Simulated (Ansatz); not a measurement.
# TiSe: a hydrostatic pressure series

The task here is to estimate one member of a computed series from the others.

Program: Ansatz 0.2.0. Level of theory: DFT PBEsol, scalar-relativistic, plane waves, PAW. These are calculated values, not measurements.

1 further run of the same task is left out (set aside as unsound or not needed).

## The starting structure

It takes space group P6_3/mmc (No. 194, hexagonal). Conventional cell: a = 3.358 Å, b = 3.358 Å, c = 6.755 Å, α = 90.00°, β = 90.00°, γ = 120.00°. Around Ti (site symmetry -3m) lie 6 Se at 2.57 Å. Se (site symmetry -6m2) is surrounded by 6 Ti at 2.57 Å.

As a file:

```cif
data_structure
_symmetry_space_group_name_H-M 'P 1'
_symmetry_Int_Tables_number 1
_cell_length_a 3.3577
_cell_length_b 3.3577
_cell_length_c 6.7550
_cell_angle_alpha 90.000
_cell_angle_beta 90.000
_cell_angle_gamma 120.000
_cell_volume 65.95
loop_
_atom_site_label
_atom_site_type_symbol
_atom_site_fract_x
_atom_site_fract_y
_atom_site_fract_z
_atom_site_occupancy
Ti1 Ti 0.00000 0.00000 0.00000 1
Ti2 Ti 0.00000 0.00000 0.50000 1
Se1 Se 0.33333 0.66667 0.25000 1
Se2 Se 0.66667 0.33333 0.75000 1
```

This cell was relaxed beforehand with the same method: volume 16.49 Å³/atom, gap on the mesh none (metal).

The first run:

Contents of input.yaml:

```yaml
crystal:
  lattice:
    - [3.3683497282, 0.0, 0.0]
    - [-1.6841748641, 2.9170764335, 0.0]
    - [0.0, 0.0, 6.7764905329]
  atoms:
    - { symbol: Ti, position: [0.0, 0.0, 0.0] }
    - { symbol: Ti, position: [0.0, 0.0, 0.5] }
    - { symbol: Se, position: [0.3333333333, 0.6666666667, 0.25] }
    - { symbol: Se, position: [0.6666666667, 0.3333333333, 0.75] }
basis:
  ecutwfc: 420
kpoints:
  mp_grid: { grid: [12, 12, 8] }
hamiltonian:
  xc: pbesol
scf:
  occupations: { method: gaussian, width: 0.1 }
output:
  forces: true
  stress: true
  eigenvalues: true
relax:
  adjacent_minimum: "off"
  f_tol: 0.008
  max_steps: 50
  cell: { stress_tol: 0.08, p_target: -1.0 }
```

Started as:

```bash
ansatz run input.yaml --threads 1 --pin off --max-ram 2560MiB --backend cpu --events-out ev --progress --plain --runs-dir out
```

Among the steps run: Target pressure -1 GPa; Target pressure 1 GPa; 4 GPa; 12 GPa; 25 GPa; 50 GPa; Target pressure 90 GPa.

One of the session's tables, all rows but one given; the rest of the session is left out.

Lengths are those of the vectors of the cell that was run:

```
P (GPa)  V (Å³/atom)  a (Å)  b (Å)  c (Å)  ΔH (eV/atom)
     -1        16.62  3.368  3.368  6.765        -0.103
      0        16.49  3.358  3.358  6.755         0.000
      1        16.35  3.346  3.346  6.747         0.102
      4        16.00  3.316  3.316  6.722         0.405
     12        15.20  3.245  3.245  6.664         1.183
     25        14.23  3.158  3.158  6.590         2.374
     50            ?      ?      ?      ?             ?
     90        11.66  2.906  2.906  6.380         7.550
```

Estimate the missing values for P (GPa) = 50.

Worked estimate for «V (Å³/atom)». A straight line through the neighbours (25, 14.23) and (90, 11.66) gives 14.23 + (11.66 − 14.23) × (50 − 25) / (90 − 25) = 13.24; a parabola fitted to 3 rows on both sides gives 12.79.

The run gave: V (Å³/atom): 12.96; a (Å): 3.038; b (Å): 3.038; c (Å): 6.488; ΔH (eV/atom): 4.489. In «V (Å³/atom)» the line misses by +0.28 and the parabola by -0.17.

ΔH is E + PV over the energy at zero pressure; a, b and c are the vectors of the computed cell. 

Caveats from the session: Other structures may take over in this range; these runs cannot find them. Warnings in the runs' records: seeded moment not kept.
